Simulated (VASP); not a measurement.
# Bi (Im-3m) in VASP: further runs

One crystal, Bi, is run at these levels: PBEsol+D3(BJ); tasks: single point, relaxation of cell and atoms.

Program: VASP 6.6.1. These are calculated values, not measurements. Logs are shortened: lines on timing, memory, paths and dates and some standing lists are left out, and cuts for length are marked.

## Step 1: Starting point

The structure is cubic, space group Im-3m (No. 229). The conventional cell has a = 3.709 Å, b = 3.709 Å, c = 3.709 Å, α = 90.00°, β = 90.00°, γ = 90.00°. Around Bi (site symmetry m-3m) lie 8 Bi at 3.21 Å.

This isn't the form of Bi at room conditions, which is rhombohedral.

## Step 2: Single point, PBEsol+D3(BJ)

The input, INCAR:

```
ALGO = Fast ; EDIFF = 1E-6
ENCUT = 520 ; GGA = PS
ISIF = 2 ; ISMEAR = 0
IVDW = 12 ; LASPH = True
LCHARG = False ; LREAL = False
LWAVE = False ; NBANDS = 14
NELM = 100 ; PREC = Accurate
SIGMA = 0.1
```

The input, KPOINTS:

```
k-points
0
Gamma
  16 16 16
```

The input, POSCAR:

```
Bi
1.0
   -1.8545188196      1.8545188196      1.8545188196
    1.8545188196     -1.8545188196      1.8545188196
    1.8545188196      1.8545188196     -1.8545188196
Bi
1
Direct
    0.0000000000      0.0000000000      0.0000000000
```

Potentials or basis: VASP PAW PBE potentials, release 64 (Bi_d).

On the command line:

```console
$ cat potpaw_PBE.64/Bi_d/POTCAR > POTCAR
$ mpirun -np 1 vasp_std > vasp.out
```

OUTCAR:

```text
EDIFF = 1E-6
   ENCUT = 520
   GGA = PS
   ISIF = 2
   ISMEAR = 0
   IVDW = 12
   LASPH = True
   LREAL = False
   NELM = 100
   PREC = Accurate
 IVDW          = 12

 ion  position               nearest neighbor table
   1  0.000  0.000  0.000-

  LATTYP: Found a body centered cubic cell.
 ALAT       =     3.7090376392

  Lattice vectors:

 A1 = (  -1.8545188196,   1.8545188196,   1.8545188196)
 A2 = (   1.8545188196,  -1.8545188196,   1.8545188196)
 A3 = (   1.8545188196,   1.8545188196,  -1.8545188196)

Analysis of symmetry for initial positions (statically):
=====================================================================
 Subroutine PRICEL returns:
 Original cell was already a primitive cell.

 Routine SETGRP: Setting up the symmetry group for a
 body centered cubic supercell.

 Subroutine GETGRP returns: Found 48 space group operations
 (whereof 48 operations were pure point group operations)
 out of a pool of 48 trial point group operations.

The static configuration has the point symmetry O_h .

Analysis of symmetry for dynamics (positions and initial velocities):
=====================================================================
 Subroutine PRICEL returns:
 Original cell was already a primitive cell.

 Routine SETGRP: Setting up the symmetry group for a
 body centered cubic supercell.

 Subroutine GETGRP returns: Found 48 space group operations
 (whereof 48 operations were pure point group operations)
 out of a pool of 48 trial point group operations.

The dynamic configuration has the point symmetry O_h .

 Subroutine INISYM returns: Found 48 space group operations
 (whereof 48 operations are pure point group operations),
 and found     1 'primitive' translations

----------------------------------------------------------------------------------------

                                     Primitive cell

  volume of cell :      25.5125

  direct lattice vectors                    reciprocal lattice vectors
    -1.854518820  1.854518820  1.854518820     0.000000000  0.269611715  0.269611715
     1.854518820 -1.854518820  1.854518820     0.269611715  0.000000000  0.269611715
     1.854518820  1.854518820 -1.854518820     0.269611715  0.269611715  0.000000000

  length of vectors
     3.212120819  3.212120819  3.212120819     0.381288544  0.381288544  0.381288544

  position of ions in fractional coordinates (direct lattice)
     0.000000000  0.000000000  0.000000000

  ion indices of the primitive-cell ions
   primitive index   ion index
                 1           1

----------------------------------------------------------------------------------------

 KPOINTS: k-points

Automatic generation of k-mesh.
 Grid dimensions read from file:
 generate k-points for:   16   16   16

 Generating k-lattice:

  Cartesian coordinates                     Fractional coordinates (reciprocal lattice)
     0.000000000  0.016850732  0.016850732     0.062500000  0.000000000  0.000000000
     0.016850732  0.000000000  0.016850732     0.000000000  0.062500000  0.000000000
     0.016850732  0.016850732  0.000000000     0.000000000  0.000000000  0.062500000

  Length of vectors
     0.023830534  0.023830534  0.023830534

  Shift w.r.t. Gamma in fractional coordinates (k-lattice)
     0.000000000  0.000000000  0.000000000

 Subroutine IBZKPT returns following result:
 ===========================================

 Found    145 irreducible k-points:

 Following reciprocal coordinates:
            Coordinates               Weight
  0.000000  0.000000  0.000000      1.000000
  0.062500  0.000000  0.000000     12.000000
  0.125000  0.000000  0.000000     12.000000
  0.187500  0.000000  0.000000     12.000000
  0.250000  0.000000  0.000000     12.000000
  0.312500  0.000000  0.000000     12.000000
[... 16 lines left out ...]
  0.187500  0.187500  0.000000     24.000000
  0.250000  0.187500  0.000000     48.000000
 [... further k-points ...]
   k-points           NKPTS =    145   k-points in BZ     NKDIM =    145   number of bands    NBANDS=     14
   number of dos      NEDOS =    301   number of ions     NIONS =      1
   total plane-waves  NPLWV =  13824
   dimension x,y,z NGX =    24 NGY =   24 NGZ =   24
   dimension x,y,z NGXF=    48 NGYF=   48 NGZF=   48
   ions per type =               1
   NGX,Y,Z   is equivalent  to a cutoff of  12.42, 12.42, 12.42 a.u.
   NGXF,Y,Z  is equivalent  to a cutoff of  24.84, 24.84, 24.84 a.u.
 SYSTEM =  unknown system
   PREC   = accura    normal or accurate (medium, high low for compatibility)
   ISTART =      0    job   : 0-new  1-cont  2-samecut
   ICHARG =      2    charge: 1-file 2-atom 10-const
   ISPIN  =      1    spin polarized calculation?
   LNONCOLLINEAR =      F non collinear calculations
   LSORBIT =      F    spin-orbit coupling
   LASPH  =      T    aspherical Exc in radial PAW
   ENCUT  =  520.0 eV  38.22 Ry    6.18 a.u.   5.97  5.97  5.97*2*pi/ulx,y,z
   NELM   =    100;   NELMIN=  2; NELMDL= -5     # of ELM steps
   EDIFF  = 0.1E-05   stopping-criterion for ELM
   LREAL  =      F    real-space projection
   EDIFFG = 0.1E-04   stopping-criterion for IOM
   NSW    =      0    number of steps for IOM
   IBRION =     -1    ionic relax: 0-MD 1-quasi-New 2-CG
   NFREE  =      0    steps in history (QN), initial steepest desc. (CG)
   ISIF   =      2    stress and relaxation
   ISYM   =      2    0-nonsym 1-usesym 2-fastsym
   POTIM  = 0.5000    time-step for ionic-motion
   TEBEG  =    0.0;   TEEND  =   0.0 temperature during run
   PSTRESS=    0.0 pullay stress
   NELECT =      15.0000    total number of electrons
   NUPDOWN=      -1.0000    fix difference up-down
   EMIN   =  10.00;   EMAX   =-10.00  energy-range for DOS
   EFERMI =   0.00;   METHOD = LEGACY
   ISMEAR =     0;   SIGMA  =   0.10  broadening in eV -4-tet -1-fermi 0-gaus
   EFERMI_NEDOS =   21; number of points for ismear=-14 and -15
   IALGO  =     68    algorithm
   IMIX   =      4    mixing-type and parameters
     AMIX     =   0.40;   BMIX     =  1.00
     AMIX_MAG =   1.60;   BMIX_MAG =  1.00
  volume/ion in A,a.u.               =      25.51       172.17
  Fermi-wavevector in a.u.,A,eV,Ry     =   1.371473  2.591709 25.591727  1.880939
  Thomas-Fermi vector in A             =   2.497167
   LORBIT       =      0    0 simple, 1 ext, 2 COOP (PROOUT), +10 PAW based schemes
   GGA     = PS    functional components
   LHFCALC =     F    Hartree Fock is set to
   AEXX    =    0.0000 exact exchange contribution
   IVDW    =    12    specifies the selected vdW correction
   LEPSILON=     F    determine dielectric tensor
   LRPA    =     F    only Hartree local field effects (RPA)
 non-spin polarized calculation
 RMM-DIIS sequential band-by-band and
 Gauss-broadening in eV      SIGMA  =   0.10
  energy-cutoff  :      520.00
  volume of cell :       25.51
 maximum number of plane-waves:       703
   NGX = 11   NGY = 11   NGZ = 11

 number of electron      14.9999994 magnetization

 Free energy of the ion-electron system (eV)
  ---------------------------------------------------
  ext. energy  EPLUGINS =         0.00000000
  ---------------------------------------------------
  free energy    TOTEN  =        -4.05017210 eV

  energy without entropy =       -4.04737885  energy(sigma->0) =       -4.04877548

 E-fermi :  10.4140     XC(G=0): -11.4222

 val. band max:       10.4012484179   @ k =  -0.2500   0.3750   0.1250
 cond. band min:      10.4180759604   @ k =   0.3125   0.1250   0.0625
 fundamental gap:      0.0168275425
 Fermi energy:        10.4140169589

 k-point     1 :       0.0000    0.0000    0.0000
  band No.  band energies     occupation
      1     -12.7086      2.00000
      2     -12.7086      2.00000
      3     -12.7086      2.00000
      4     -12.4635      2.00000
      5     -12.4635      2.00000
      6      -4.6472      2.00000
      7      17.1833      0.00000
      8      17.1833      0.00000
      9      17.1833      0.00000
     10      20.9148      0.00000
     11      20.9148      0.00000
     12      20.9148      0.00000
     13      22.4786      0.00000
     14      23.5747      0.00000

 k-point     2 :       0.0625    0.0000    0.0000
  band No.  band energies     occupation
      1     -12.7118      2.00000
      2     -12.7041      2.00000
      3     -12.6940      2.00000
      4     -12.4671      2.00000
      5     -12.4639      2.00000
      6      -4.5573      2.00000
      7      16.2260      0.00000
      8      16.8612      0.00000
      9      17.0624      0.00000
     10      20.3398      0.00000
     11      20.6934      0.00000
     12      20.8309      0.00000
     13      23.0034      0.00000
     14      23.9403      0.00000

 k-point     3 :       0.1250    0.0000    0.0000
  band No.  band energies     occupation
      1     -12.7208      2.00000
      2     -12.6923      2.00000
      3     -12.6520      2.00000
      4     -12.4767      2.00000
      5     -12.4651      2.00000
      6      -4.2880      2.00000
      7      14.2415      0.00000
      8      16.0892      0.00000
      9      16.7090      0.00000
     10      19.5008      0.00000
     11      20.2371      0.00000
     12      20.8020      0.00000
     13      23.5028      0.00000
     14      24.8395      0.00000
[... 324 lines left out ...]
 k-point    23 :       0.1875    0.1875    0.0000
  band No.  band energies     occupation
      1     -12.7356      2.00000
      2     -12.6594      2.00000
      3     -12.5065      2.00000
      4     -12.4832      2.00000
      5     -12.4398      2.00000
      6      -2.2804      2.00000
      7       8.4340      2.00000
      8      11.2406      0.00000
      9      14.3406      0.00000
     10      19.5970      0.00000
     11      20.0970      0.00000
     12      22.9388      0.00000
     13      24.6262      0.00000
     14      26.1072      0.00000

 k-point    24 :       0.2500    0.1875    0.0000
  band No.  band energies     occupation
      1     -12.7412      2.00000
      2     -12.6450      2.00000
      3     -12.5020      2.00000
      4     -12.4879      2.00000
      5     -12.4026      2.00000
      6      -1.4846      2.00000
      7       7.0812      2.00000
      8      10.1844      1.99883
      9      13.8982      0.00000
     10      19.4243      0.00000
     11      20.6422      0.00000
     12      23.2198      0.00000
     13      25.6269      0.00000
     14      25.8317      0.00000

 [... further k-points ...]

------------------------ aborting loop because EDIFF is reached ----------------------------------------

 Edisp (eV)   -0.64464

 E8    (eV) :    -0.4618

  FORCE on cell =-STRESS in cart. coord.  units (eV):
  Direction    XX          YY          ZZ          XY          YZ          ZX
  --------------------------------------------------------------------------------------
  -------------------------------------------------------------------------------------
  Total       1.59892     1.59892     1.59892     0.00000    -0.00000     0.00000
  in kB     100.41160   100.41160   100.41160     0.00000    -0.00000     0.00000
  external pressure =      100.41 kB  Pullay stress =        0.00 kB

 VOLUME and BASIS-vectors are now :
 -----------------------------------------------------------------------------
  energy-cutoff  :      520.00
  volume of cell :       25.51
      direct lattice vectors                 reciprocal lattice vectors
    -1.854518820  1.854518820  1.854518820     0.000000000  0.269611715  0.269611715
     1.854518820 -1.854518820  1.854518820     0.269611715  0.000000000  0.269611715
     1.854518820  1.854518820 -1.854518820     0.269611715  0.269611715  0.000000000

 POSITION                                       TOTAL-FORCE (eV/Angst)
 -----------------------------------------------------------------------------------
      0.00000      0.00000      0.00000         0.000000     -0.000000      0.000000
 -----------------------------------------------------------------------------------
    total drift:                                0.000000      0.000000      0.000000

  FREE ENERGIE OF THE ION-ELECTRON SYSTEM (eV)
  ---------------------------------------------------
  free  energy   TOTEN  =        -4.6948116184 eV

  energy  without entropy=       -4.6920183724  energy(sigma->0) =       -4.69341500
```

It took 12 s on 1 thread of Intel Xeon 6975P-C (Granite Rapids), shared host; peak memory 0.17 GiB.

What came out:

- Free energy: -4.6948 eV
- Pressure: 10.0 GPa
- Band gap on the k mesh: none (metal or under the smearing width)
- Dispersion energy per atom: -0.645 eV

Levels at points of the mesh, in eV from the Fermi level:
| k point | band 4 | band 5 | band 6 | band 7 | band 8 | band 9 | band 10 | band 11 |
| --- | --- | --- | --- | --- | --- | --- | --- | --- |
| (0.00, 0.00, 0.00) | -22.88 | -22.88 | -15.06 | 6.77 | 6.77 | 6.77 | 10.50 | 10.50 |
| (0.50, 0.00, 0.00) | -22.89 | -22.72 | -10.74 | -6.31 | 2.03 | 4.00 | 6.84 | 8.21 |
| (0.50, 0.50, 0.50) | -22.76 | -22.76 | -7.59 | -2.25 | -2.25 | -2.25 | 3.40 | 3.40 |

Caveat: the PAW data sets were made with another functional, which shifts forces and pressure a little; spin-orbit coupling is left out, which moves the levels of the heavy elements; pairwise dispersion overbinds metals, which lowers pressure and volume.

## Step 3: Relaxation of cell and atoms, PBEsol+D3(BJ), target pressure 10.1 GPa, at which the enthalpy is minimised

This run uses another cell than the first one, of 31.12 Å³/atom, 1.220 times its volume.

The input, INCAR:

```
PREC = Accurate ; ENCUT = 600
EDIFF = 1E-7 ; ISMEAR = 0
SIGMA = 0.1 ; LREAL = F
LASPH = T ; NELM = 100
ALGO = Normal ; ISIF = 3
LWAVE = F ; LCHARG = F
GGA = PS ; IVDW = 12
IBRION = 2 ; NSW = 100
EDIFFG = -0.002 ; PSTRESS = 101.0
```

The input, KPOINTS:

```
Automatic mesh
0
Gamma
  16 16 16
```

The input, POSCAR:

```
Bi
1.0
   -1.9814305318      1.9814305318      1.9814305318
    1.9814305318     -1.9814305318      1.9814305318
    1.9814305318      1.9814305318     -1.9814305318
Bi
1
Direct
    0.0000000000      0.0000000000      0.0000000000
```

Potentials or basis: VASP PAW PBE potentials, release 64 (Bi_d).

On the command line:

```console
$ cat potpaw_PBE.64/Bi_d/POTCAR > POTCAR
$ mpirun -np 1 vasp_std > vasp.out
```

Run time: 97 s. Hardware: 1 thread of Intel Xeon 6975P-C (Granite Rapids), shared host; peak memory 0.22 GiB.

It converged, with:

- Free energy: -4.6957 eV
- Relaxed volume: 25.52 Å³/atom
- Relaxed cell: a = 3.212 Å, b = 3.212 Å, c = 3.212 Å, α = 109.47°, β = 109.47°, γ = 109.47°
- Space group after relaxing (to 0.05 Å): Im-3m (No. 229)
- Energy change on relaxing (the enthalpy is what falls): +40.1 meV/atom
- Ionic steps: 7
- Pressure after relaxing: 10.1 GPa
- Band gap on the k mesh: none (metal or under the smearing width)
- Dispersion energy per atom: -0.645 eV

The path:
```
step  energy change (eV)  largest force (eV/Å)  pressure (GPa)  volume (Å³)
   1              0.0000                0.0000           -4.88        31.12
   2              1.1107                0.0000           59.49        19.77
   3              0.0224                0.0000            8.78        25.82
   4              0.0352                0.0000            9.75        25.59
   5              0.0417                0.0000           10.21        25.49
   6              0.0379                0.0000            9.95        25.55
   7              0.0401                0.0000           10.10        25.52
```

Final structure:
```
Bi
1.0
    -1.85460    1.85460    1.85460
     1.85460   -1.85460    1.85460
     1.85460    1.85460   -1.85460
Bi
1
Cartesian
  0.0000 0.0000 0.0000
```

Levels at points of the mesh, in eV from the Fermi level:
```
           k point  band 3  band 4  band 5  band 6  band 7  band 8  band 9  band 10  band 11
(0.00, 0.00, 0.00)  -23.12  -22.88  -22.88  -15.06    6.77    6.77    6.77    10.50    10.50
(0.50, 0.00, 0.00)  -22.89  -22.89  -22.72  -10.74   -6.31    2.03    4.00     6.84     8.21
(0.50, 0.50, 0.50)  -22.76  -22.76  -22.76   -7.59   -2.25   -2.25   -2.25     3.40     3.40
```

Caveat: the cell is relaxed towards a set pressure, so the enthalpy falls and the energy may rise; the volume moved by over 15 % at a fixed basis, so the end points are rough; the PAW data sets were made with another functional, which shifts forces and pressure a little; spin-orbit coupling is left out, which moves the levels of the heavy elements; pairwise dispersion overbinds metals, which lowers pressure and volume.
